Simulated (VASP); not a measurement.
Crystal: NiO.

```
Ni O
1.0
     0.00000    2.08590    2.08590
     2.08590    0.00000    2.08590
     2.08590    2.08590    0.00000
Ni O
1 1
Direct
  0.00000 0.00000 0.00000
  0.50000 0.50000 0.50000
```

| Quantity | Value |
| --- | --- |
| Program | VASP 6.6.1 |
| Task | relaxation of cell and atoms |
| Functional | PBE |
| Potentials or basis | VASP PAW PBE potentials, release 64 (Ni, O) |
| Cutoff | 520 eV |
| k mesh | 11 × 11 × 11 |
| Occupations | gaussian, width 0.1 eV |
| Spin | collinear spin, ferromagnetic start |
| Starting moments | [1.0, 0.0] μB |

At the start: pressure 5.1 GPa; volume 9.08 Å³/atom.

Q: Where does the relaxation end?

A: Over 3 steps the energy falls by 4.5 meV/atom and the volume is 9.36 Å³/atom (+3.1 %); space group Fm-3m (No. 225, to 0.05 Å); moment 1.79 μB per cell.

Step by step:
```
step  energy change (eV)  largest force (eV/Å)  pressure (GPa)  volume (Å³)
   1              0.0000                0.0000            5.11        18.15
   2             -0.0077                0.0000           -1.97        18.92
   3             -0.0090                0.0000            0.08        18.71
```

Final structure:
```
Ni O
1.0
     0.00000    2.10716    2.10716
     2.10716    0.00000    2.10716
     2.10716    2.10716    0.00000
Ni O
1 1
Cartesian
  0.0000 0.0000 0.0000
  2.1072 2.1072 2.1072
```

Caveat: a cell with one magnetic atom can't hold antiferromagnetic order, which such compounds often take.
